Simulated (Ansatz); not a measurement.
**Te: strain and displacement**

```
Te
1.0
     4.45800    0.00000    0.00000
    -2.22900    3.86074    0.00000
     0.00000    0.00000    5.92500
Te
3
Cartesian
  3.3212 0.0000 1.9750
  -1.6606 2.8763 3.9500
  0.5684 0.9845 0.0000
```

Atoms are numbered in the order listed.

The cell is COD entry 1531230, as deposited and not checked against the literature; nothing was relaxed.

Spin–orbit coupling is left out, though it moves levels of the heavy atoms by tenths of an eV or more.

Method: DFT, LDA, all-electron LAPW, scalar-relativistic in Ansatz 0.2.0.

Settings: a Γ-centred 9×9×6 k mesh, Fermi–Dirac smearing of 0.08 eV, basis error target 0.5 meV/atom, no spin polarisation.

The unchanged cell is at -0.30 GPa.

x, y and z are the Cartesian axes of the cell as listed; fractional coordinates follow a strain, and an engineering shear is twice the off-diagonal strain component.

**Question.** One change gave: energy change +3 meV/atom; stress change (xx, yy, zz, yz, xz, xy) -0.43, 0.51, 0.05, 1.03, 0.51, -0.08 GPa, compression positive; change of the force on Te3 (-0.066, 0.064, 0.198) eV/Å. Which change was it?
A. equal xy, yz and zx engineering shear strains of -1 %
B. equal xy, yz and zx engineering shear strains of -3 %
C. equal xy, yz and zx engineering shear strains of +1 %
D. equal xy, yz and zx engineering shear strains of +3 %
E. equal xy, yz and zx engineering shear strains of -2 %
F. equal xy, yz and zx engineering shear strains of +2 %

**Answer.** E. For equal xy, yz and zx engineering shear strains of +1 %: energy change under 1 meV/atom; stress change (xx, yy, zz, yz, xz, xy) 0.23, -0.21, 0.01, -0.50, -0.29, 0.04 GPa, compression positive; change of the force on Te3 (0.034, -0.029, -0.100) eV/Å. For equal xy, yz and zx engineering shear strains of +3 %: energy change +7 meV/atom; stress change (xx, yy, zz, yz, xz, xy) 0.73, -0.54, 0.11, -1.46, -0.92, 0.15 GPa, compression positive; change of the force on Te3 (0.106, -0.079, -0.301) eV/Å. For equal xy, yz and zx engineering shear strains of -3 %: energy change +7 meV/atom; stress change (xx, yy, zz, yz, xz, xy) -0.63, 0.82, 0.10, 1.55, 0.73, -0.11 GPa, compression positive; change of the force on Te3 (-0.098, 0.099, 0.296) eV/Å. For equal xy, yz and zx engineering shear strains of -1 %: energy change under 1 meV/atom; stress change (xx, yy, zz, yz, xz, xy) -0.22, 0.24, 0.01, 0.51, 0.27, -0.04 GPa, compression positive; change of the force on Te3 (-0.033, 0.031, 0.099) eV/Å. For equal xy, yz and zx engineering shear strains of +2 %: energy change +3 meV/atom; stress change (xx, yy, zz, yz, xz, xy) 0.48, -0.39, 0.05, -0.99, -0.59, 0.09 GPa, compression positive; change of the force on Te3 (0.069, -0.055, -0.200) eV/Å.
